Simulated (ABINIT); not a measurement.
# Bi (Im-3m) in ABINIT: reference runs

How does Bi come out in PBE? The cell is run as given and disturbed.

All numbers are computed with ABINIT 10.8.3 (patched build); they aren't measurements. Logs are shortened: lines on timing, memory, paths and dates and some standing lists are left out, and cuts for length are marked. The log counts tension as positive stress, the text compression.

## 1. Starting point

Symmetry: Im-3m, No. 229, cubic system. Conventional cell: a = 3.963 Å, b = 3.963 Å, c = 3.963 Å, α = 90.00°, β = 90.00°, γ = 90.00°. Around Bi (site symmetry m-3m) lie 8 Bi at 3.43 Å.

This isn't the form of Bi at room conditions, which is rhombohedral.

## 2. Single point, PBE

Contents of run.abi:

```
# Pseudopotentials
pp_dirpath "./"
pseudos "Bi.GGA_PBE-JTH.xml"

# Structure
structure "poscar:POSCAR"
natom 1

# Plane-wave basis
ecut 22.0
pawecutdg 44.0

# k points
kptopt 1
ngkpt 9 9 9
nshiftk 1
shiftk 0.0 0.0 0.0

# Exchange and correlation
ixc 11

# Bands and occupations
nband 12
occopt 3
tsmear 0.00183747

# SCF cycle
nstep 100
tolvrs 1.0e-9

# Output
iomode 3
prtwf 0
prtden 0
prteig 0
prtebands 0
enunit 2
```

Contents of POSCAR:

```
Bi
1.0
   -1.9814305318      1.9814305318      1.9814305318
    1.9814305318     -1.9814305318      1.9814305318
    1.9814305318      1.9814305318     -1.9814305318
Bi
1
Direct
    0.0000000000      0.0000000000      0.0000000000  Bi
```

Potentials or basis: JTH PAW PBE v2.0.

Started as:

```
$ abinit run.abi > log 2>&1
```

run.abo:

```text
.Version 10.8.3 of ABINIT
 Symmetries : space group Im -3 m (#229); Bravais cI (body-center cubic)
================================================================================
 Values of the parameters that define the memory need of the present run
     intxc =       0    ionmov =       0      iscf =      17    lmnmax =      18
     lnmax =       6     mgfft =      30  mpssoang =       3    mqgrid =    3001
     natom =       1  nloc_mem =       2    nspden =       1   nspinor =       1
    nsppol =       1      nsym =      48    n1xccc =       1    ntypat =       1
    occopt =       3   xclevel =       2
       mpw =        1048          nfft =       27000          nkpt =          35
 PAW method is used; the additional fine FFT grid is defined by:
   mgfftf=        40    nfftf =     64000
================================================================================
================================================================================

--------------------------------------------------------------------------------
------------- Echo of variables that govern the present computation ------------
--------------------------------------------------------------------------------
 -outvars: echo values of preprocessed input variables --------
            acell      1.0000000000E+00  1.0000000000E+00  1.0000000000E+00 Bohr
              amu      2.08980370E+02
             ecut      2.20000000E+01 Hartree
           enunit           2
              ixc          11
         kptrlatt        9    0    0      0    9    0      0    0    9
          kptrlen      5.83688121E+01
            natom           1
            nband          12
            ngfft          30      30      30
          ngfftdg          40      40      40
             nkpt          35
            nstep         100
             nsym          48
           ntypat           1
           occopt           3
        pawecutdg      4.40000000E+01 Hartree
         pawxcdev           0
           prtden           0
        prtebands           0
           prteig           0
            prtwf           0
            rprim     -3.7443610426E+00  3.7443610426E+00  3.7443610426E+00
                       3.7443610426E+00 -3.7443610426E+00  3.7443610426E+00
                       3.7443610426E+00  3.7443610426E+00 -3.7443610426E+00
          spgroup         229
           tolvrs      1.00000000E-09
           tsmear      1.83747000E-03 Hartree
            typat      1
           useylm           1
            znucl       83.00000

================================================================================

 chkinp: Checking input parameters for consistency.

================================================================================
== DATASET  1 ==================================================================

--- !DatasetInfo
iteration_state: {dtset: 1, }
dimensions: {natom: 1, nkpt: 35, mband: 12, nsppol: 1, nspinor: 1, nspden: 1, mpw: 1048, }
cutoff_energies: {ecut:  22.0, pawecutdg:  44.0, }
electrons: {nelect:   1.50000000E+01, charge:   0.00000000E+00, occopt:   3.00000000E+00, tsmear:   1.83747000E-03, }
meta: {optdriver: 0, ionmov: 0, optcell: 0, iscf: 17, paral_kgb: 0, }
...

 Exchange-correlation functional for the present dataset will be:
  GGA: Perdew-Burke-Ernzerhof functional - ixc=11
  J.P.Perdew, K.Burke, M.Ernzerhof, PRL 77, 3865 (1996)

 Real(R)+Recip(G) space primitive vectors, cartesian coordinates (Bohr,Bohr^-1):
 R(1)= -3.7443610  3.7443610  3.7443610  G(1)=  0.0000000  0.1335341  0.1335341
 R(2)=  3.7443610 -3.7443610  3.7443610  G(2)=  0.1335341  0.0000000  0.1335341
 R(3)=  3.7443610  3.7443610 -3.7443610  G(3)=  0.1335341  0.1335341  0.0000000
 Unit cell volume ucvol=  2.0998736E+02 bohr^3
 Angles (23,13,12)=  1.09471221E+02  1.09471221E+02  1.09471221E+02 degrees

 Coarse grid specifications (used for wave-functions):

 getcut: wavevector=  0.0000  0.0000  0.0000  ngfft=  30  30  30
         ecut(hartree)=     22.000   => boxcut(ratio)=   2.19082

 Fine grid specifications (used for densities):

 getcut: wavevector=  0.0000  0.0000  0.0000  ngfft=  40  40  40
         ecut(hartree)=     44.000   => boxcut(ratio)=   2.06681

--- Pseudopotential description ------------------------------------------------
- pspini: atom type   1  psp file is ./Bi.GGA_PBE-JTH.xml
 Pseudopotential format is: paw10
 basis_size (lnmax)=  6 (lmn_size= 18), orbitals=   0   0   1   1   2   2
 Spheres core radius: rc_sph= 2.41230754
 Shapefunction is BESSEL type: shapef(r,l)=aa(1,l)*jl(q(1,l)*r)+aa(2,l)*jl(q(2,l)*r)
 Radius for shape functions =  2.20555141
 Compensation charge density is not taken into account in XC energy/potential

   4.19464370E+02                                ecore*ucvol(ha*bohr**3)
--------------------------------------------------------------------------------

[... 7 lines left out ...]

     iter   Etot(hartree)      deltaE(h)  residm     nres2
 ETOT  1  -70.885201123313    -7.089E+01 3.031E+01 2.226E+00
 ETOT  2  -72.148291923734    -1.263E+00 2.858E-01 1.016E+00
 ETOT  3  -72.150065837992    -1.774E-03 1.274E-01 2.690E-01
 ETOT  4  -72.150184543824    -1.187E-04 3.933E-02 6.507E-02
 ETOT  5  -72.150163270553     2.127E-05 6.502E-03 1.514E-03
 ETOT  6  -72.150173427092    -1.016E-05 2.813E-03 2.330E-04
 ETOT  7  -72.150173007961     4.191E-07 6.370E-04 5.195E-06
 ETOT  8  -72.150173042797    -3.484E-08 1.012E-03 9.466E-08
 ETOT  9  -72.150173044943    -2.146E-09 2.085E-04 4.635E-09
 ETOT 10  -72.150173045143    -1.999E-10 4.939E-04 7.113E-10

 At SCF step   10       nres2   =  7.11E-10 < tolvrs=  1.00E-09 =>converged.

 Cartesian components of stress tensor (hartree/bohr^3)
  sigma(1 1)= -2.91042703E-05  sigma(3 2)=  0.00000000E+00
  sigma(2 2)= -2.91042703E-05  sigma(3 1)=  0.00000000E+00
  sigma(3 3)= -2.91042703E-05  sigma(2 1)=  0.00000000E+00

--- !ResultsGS
iteration_state: {dtset: 1, }
comment   : Summary of ground state results
lattice_vectors:
- [ -3.7443610,   3.7443610,   3.7443610, ]
- [  3.7443610,  -3.7443610,   3.7443610, ]
- [  3.7443610,   3.7443610,  -3.7443610, ]
lattice_lengths: [   6.48542,    6.48542,    6.48542, ]
lattice_angles: [109.471, 109.471, 109.471, ] # degrees, (23, 13, 12)
lattice_volume:   2.0998736E+02
convergence: {deltae: -1.999E-10, res2:  7.113E-10, residm:  4.939E-04, diffor: null, }
etotal    :  -7.21501730E+01
entropy   :   0.00000000E+00
fermie    :   2.90902307E-01
cartesian_stress_tensor: # hartree/bohr^3
- [ -2.91042703E-05,   0.00000000E+00,   0.00000000E+00, ]
- [  0.00000000E+00,  -2.91042703E-05,   0.00000000E+00, ]
- [  0.00000000E+00,   0.00000000E+00,  -2.91042703E-05, ]
pressure_GPa:   8.5628E-01
xred      :
- [  0.0000E+00,   0.0000E+00,   0.0000E+00, Bi]
cartesian_forces: # hartree/bohr
- [ -0.00000000E+00,  -0.00000000E+00,  -0.00000000E+00, ]
force_length_stats: {min:   0.00000000E+00, max:   0.00000000E+00, mean:   0.00000000E+00, }
...

 Integrated electronic density in atomic spheres:
 ------------------------------------------------
 Atom  Sphere_radius  Integrated_density
    1        2.41231         12.14192471

================================================================================

 ----iterations are completed or convergence reached----

 Mean square residual over all n,k,spin=   21.049E-07; max=  49.392E-05
 reduced coordinates (array xred) for    1 atoms
       0.000000000000      0.000000000000      0.000000000000
 rms dE/dt=  0.0000E+00; max dE/dt=  0.0000E+00; dE/dt below (all hartree)
    1       0.000000000000      0.000000000000      0.000000000000

 cartesian coordinates (angstrom) at end:
    1      0.00000000000000     0.00000000000000     0.00000000000000

 cartesian forces (hartree/bohr) at end:
    1     -0.00000000000000    -0.00000000000000    -0.00000000000000
 frms,max,avg= 0.0000000E+00 0.0000000E+00   0.000E+00  0.000E+00  0.000E+00 h/b

 cartesian forces (eV/Angstrom) at end:
    1     -0.00000000000000    -0.00000000000000    -0.00000000000000
 frms,max,avg= 0.0000000E+00 0.0000000E+00   0.000E+00  0.000E+00  0.000E+00 e/A
 length scales=  1.000000000000  1.000000000000  1.000000000000 bohr
              =  0.529177210544  0.529177210544  0.529177210544 angstroms
 Fermi (or HOMO) energy (hartree) =   0.29090   Average Vxc (hartree)=  -0.35036
 Eigenvalues (hartree) for nkpt=  35  k points:
 kpt#   1, nband= 12, wtk=  0.00137, kpt=  0.0000  0.0000  0.0000 (reduced coord)
  -0.55608   -0.55608   -0.55608   -0.55146   -0.55146   -0.20670    0.47815    0.47815
   0.47815    0.62466    0.67791    0.67791
      occupation numbers for kpt#   1
   2.00000    2.00000    2.00000    2.00000    2.00000    2.00000    0.00000    0.00000
   0.00000    0.00000    0.00000    0.00000
 prteigrs : prtvol=0 or 1, do not print more k-points.

 Fermi (or HOMO) energy (eV) =   7.91586   Average Vxc (eV)=  -9.53382
 Eigenvalues (   eV  ) for nkpt=  35  k points:
 kpt#   1, nband= 12, wtk=  0.00137, kpt=  0.0000  0.0000  0.0000 (reduced coord)
 -15.13172  -15.13172  -15.13172  -15.00587  -15.00587   -5.62462   13.01111   13.01111
  13.01111   16.99798   18.44700   18.44700
 prteigrs : prtvol=0 or 1, do not print more k-points.

--- !EnergyTerms
iteration_state     : {dtset: 1, }
comment             : Components of total free energy in Hartree
kinetic             :  4.67984471211541E+00
hartree             :  1.75763252407771E+01
xc                  : -2.53600673972403E+00
Ewald energy        : -5.46707112923081E+01
psp_core            :  1.99756965263552E+00
local_psp           : -5.90900618380289E+01
PAW spherical_terms :  1.98930137318531E+01
internal            : -7.21500265326799E+01
'-kT*entropy'       : -1.51340669736978E-04
total_energy        : -7.21501778733496E+01
total_energy_eV     : -1.96330635782795E+03
...

--- !EnergyTermsDC
iteration_state     : {dtset: 1, }
comment             : '"Double-counting" decomposition of free energy'
band_energy         : -5.13809889399291E+00
Ewald energy        : -5.46707112923081E+01
psp_core            :  1.99756965263552E+00
xc_dc               : -1.72593857021346E+01
PAW spherical_terms :  2.92060453132693E+00
internal            : -7.21500217044731E+01
'-kT*entropy'       : -1.51340669736978E-04
total_energy_dc     : -7.21501730451429E+01
total_energy_dc_eV  : -1.96330622644575E+03
...

--- !EnergyTermsWithPAWCore
iteration_state     : {dtset: 1, }
comment             : 'Components of total free energy, including PAW core contributions'
Total energy        : -2.15309081031696E+04
Total energy DC     : -2.15309080983414E+04
Total energy (eV)   : -5.85885856622069E+05
Total energy DC (eV): -5.85885856490687E+05
...

 Cartesian components of stress tensor (hartree/bohr^3)
  sigma(1 1)= -2.91042703E-05  sigma(3 2)=  0.00000000E+00
  sigma(2 2)= -2.91042703E-05  sigma(3 1)=  0.00000000E+00
  sigma(3 3)= -2.91042703E-05  sigma(2 1)=  0.00000000E+00

-Cartesian components of stress tensor (GPa)         [Pressure=  8.5628E-01 GPa]
- sigma(1 1)= -8.56277194E-01  sigma(3 2)=  0.00000000E+00
- sigma(2 2)= -8.56277194E-01  sigma(3 1)=  0.00000000E+00
- sigma(3 3)= -8.56277194E-01  sigma(2 1)=  0.00000000E+00

== END DATASET(S) ==============================================================
================================================================================

 -outvars: echo values of variables after computation  --------
            acell      1.0000000000E+00  1.0000000000E+00  1.0000000000E+00 Bohr
           etotal     -7.2150173045E+01
            fcart     -0.0000000000E+00 -0.0000000000E+00 -0.0000000000E+00
            rprim     -3.7443610426E+00  3.7443610426E+00  3.7443610426E+00
                       3.7443610426E+00 -3.7443610426E+00  3.7443610426E+00
                       3.7443610426E+00  3.7443610426E+00 -3.7443610426E+00
           strten     -2.9104270260E-05 -2.9104270260E-05 -2.9104270260E-05
                       0.0000000000E+00  0.0000000000E+00  0.0000000000E+00
 Calculation completed.
```

Run time: 14 s. Hardware: 1 thread of Arm Neoverse V1, shared host; peak memory 0.11 GiB.

Results:

* Free energy: -1963.3062 eV
* Pressure: 0.9 GPa
* Band gap on the k mesh: none (metal or under the smearing width)
* Valence electrons inside the program's atomic spheres: Bi 12.14 (radii [1.2765] Å)

Caveat: spin-orbit coupling is left out, which moves the levels of the heavy elements.

## 3. Single point, PBE (cell strained at random at fixed volume)

run.abi: that of step 2 with these lines changed.

```diff
@@ -5,4 +5,16 @@
 # Structure
-structure "poscar:POSCAR"
+acell 3*1.0
+rprim
+    -3.8760021364     3.6514497605     3.7108948752
+     3.7967092282    -3.6927894092     3.6729416157
+     3.9116537095     3.7284409822    -3.7522345239
+ntypat 1
+znucl 83
 natom 1
+typat 1
+xred
+    -0.0137770000    -0.0173050000    -0.0196660000
+chkprim 0
+chksymtnons 0
+tolsym 1.0e-6
 
@@ -24,3 +36,3 @@
 occopt 3
-tsmear 0.00183747
+tsmear 0.05 eV
```

Potentials or basis: JTH PAW PBE v2.0.

Started as:

```
$ abinit run.abi > log 2>&1
```

run.abo:

```text
.Version 10.8.3 of ABINIT
 Symmetries : space group P-1 (#  2); Bravais aP (primitive triclinic)
================================================================================
 Values of the parameters that define the memory need of the present run
     intxc =       0    ionmov =       0      iscf =      17    lmnmax =      18
     lnmax =       6     mgfft =      30  mpssoang =       3    mqgrid =    3001
     natom =       1  nloc_mem =       2    nspden =       1   nspinor =       1
    nsppol =       1      nsym =       2    n1xccc =       1    ntypat =       1
    occopt =       3   xclevel =       2
       mpw =        1049          nfft =       27000          nkpt =         365
 PAW method is used; the additional fine FFT grid is defined by:
   mgfftf=        40    nfftf =     64000
================================================================================
================================================================================

--------------------------------------------------------------------------------
------------- Echo of variables that govern the present computation ------------
--------------------------------------------------------------------------------
 -outvars: echo values of preprocessed input variables --------
            acell      1.0000000000E+00  1.0000000000E+00  1.0000000000E+00 Bohr
              amu      2.08980370E+02
          chkprim           0
      chksymtnons           0
             ecut      2.20000000E+01 Hartree
           enunit           2
                       outvar_i_n : Printing only first  50 k-points.
              ixc          11
                       outvar_i_n : Printing only first  50 k-points.
         kptrlatt        9    0    0      0    9    0      0    0    9
          kptrlen      5.79576510E+01
            natom           1
            nband          12
            ngfft          30      30      30
          ngfftdg          40      40      40
             nkpt         365
            nstep         100
             nsym           2
           ntypat           1
                       prtocc : prtvol=0, do not print more k-points.
           occopt           3
        pawecutdg      4.40000000E+01 Hartree
         pawxcdev           0
           prtden           0
        prtebands           0
           prteig           0
            prtwf           0
            rprim     -3.8760021364E+00  3.6514497605E+00  3.7108948752E+00
                       3.7967092282E+00 -3.6927894092E+00  3.6729416157E+00
[... 145 lines left out ...]
   0.48357    0.62270    0.66620    0.68333
      occupation numbers for kpt#   1
   2.00000    2.00000    2.00000    2.00000    2.00000    2.00000    0.00000    0.00000
   0.00000    0.00000    0.00000    0.00000
 prteigrs : prtvol=0 or 1, do not print more k-points.

 Fermi (or HOMO) energy (eV) =   7.94142   Average Vxc (eV)=  -9.53396
 Eigenvalues (   eV  ) for nkpt= 365  k points:
 kpt#   1, nband= 12, wtk=  0.00137, kpt=  0.0000  0.0000  0.0000 (reduced coord)
 -15.14620  -15.13921  -15.11430  -15.01488  -15.00200   -5.62779   12.75297   13.08065
  13.15850   16.94453   18.12817   18.59433
 prteigrs : prtvol=0 or 1, do not print more k-points.

--- !EnergyTerms
iteration_state     : {dtset: 1, }
comment             : Components of total free energy in Hartree
kinetic             :  4.67984247545001E+00
hartree             :  1.75804741492419E+01
xc                  : -2.53590349177341E+00
Ewald energy        : -5.46655932689487E+01
psp_core            :  1.99756986226250E+00
local_psp           : -5.90994524051906E+01
PAW spherical_terms :  1.98932780257191E+01
internal            : -7.21497846532393E+01
'-kT*entropy'       : -1.76718576548100E-04
total_energy        : -7.21499613718158E+01
total_energy_eV     : -1.96330046652109E+03
...

--- !EnergyTermsDC
iteration_state     : {dtset: 1, }
comment             : '"Double-counting" decomposition of free energy'
band_energy         : -5.13888941347925E+00
Ewald energy        : -5.46655932689487E+01
psp_core            :  1.99756986226250E+00
xc_dc               : -1.72635577127481E+01
PAW spherical_terms :  2.92068595124978E+00
internal            : -7.21497845816638E+01
'-kT*entropy'       : -1.76718576548100E-04
total_energy_dc     : -7.21499613002404E+01
total_energy_dc_eV  : -1.96330046457342E+03
...

--- !EnergyTermsWithPAWCore
iteration_state     : {dtset: 1, }
comment             : 'Components of total free energy, including PAW core contributions'
Total energy        : -2.15309078866680E+04
Total energy DC     : -2.15309078865965E+04
Total energy (eV)   : -5.85885850730762E+05
Total energy DC (eV): -5.85885850728814E+05
...

 Cartesian components of stress tensor (hartree/bohr^3)
  sigma(1 1)= -5.75926118E-06  sigma(3 2)= -3.74014724E-06
  sigma(2 2)= -4.30732326E-05  sigma(3 1)= -1.50027023E-05
  sigma(3 3)= -4.25208372E-05  sigma(2 1)=  4.19299816E-06

-Cartesian components of stress tensor (GPa)         [Pressure=  8.9590E-01 GPa]
- sigma(1 1)= -1.69443314E-01  sigma(3 2)= -1.10038931E-01
- sigma(2 2)= -1.26725825E+00  sigma(3 1)= -4.41394742E-01
- sigma(3 3)= -1.25100622E+00  sigma(2 1)=  1.23362265E-01

== END DATASET(S) ==============================================================
================================================================================

 -outvars: echo values of variables after computation  --------
            acell      1.0000000000E+00  1.0000000000E+00  1.0000000000E+00 Bohr
           etotal     -7.2149961300E+01
            fcart     -0.0000000000E+00 -0.0000000000E+00 -0.0000000000E+00
            rprim     -3.8760021364E+00  3.6514497605E+00  3.7108948752E+00
                       3.7967092282E+00 -3.6927894092E+00  3.6729416157E+00
                       3.9116537095E+00  3.7284409822E+00 -3.7522345239E+00
           strten     -5.7592611762E-06 -4.3073232566E-05 -4.2520837171E-05
                      -3.7401472442E-06 -1.5002702326E-05  4.1929981600E-06
           xangst     -4.7217928772E-02 -3.1605544402E-02 -2.1640071885E-02
             xred     -1.3777000000E-02 -1.7305000000E-02 -1.9666000000E-02
 Calculation completed.
```

It took 2.1 min on 1 thread of Arm Neoverse V1, shared host; peak memory 0.27 GiB.

What came out:

| Property | Result |
| --- | --- |
| Free energy | -1963.3005 eV |
| Pressure | 0.9 GPa |
| Band gap on the k mesh | none (metal or under the smearing width) |
| Valence electrons inside the program's atomic spheres | Bi 12.12 (radii [1.2765] Å) |

Stress tensor (GPa, compression positive):
```
 0.17 -0.12  0.44
-0.12  1.27  0.11
 0.44  0.11  1.25
```

Caveat: spin-orbit coupling is left out, which moves the levels of the heavy elements.
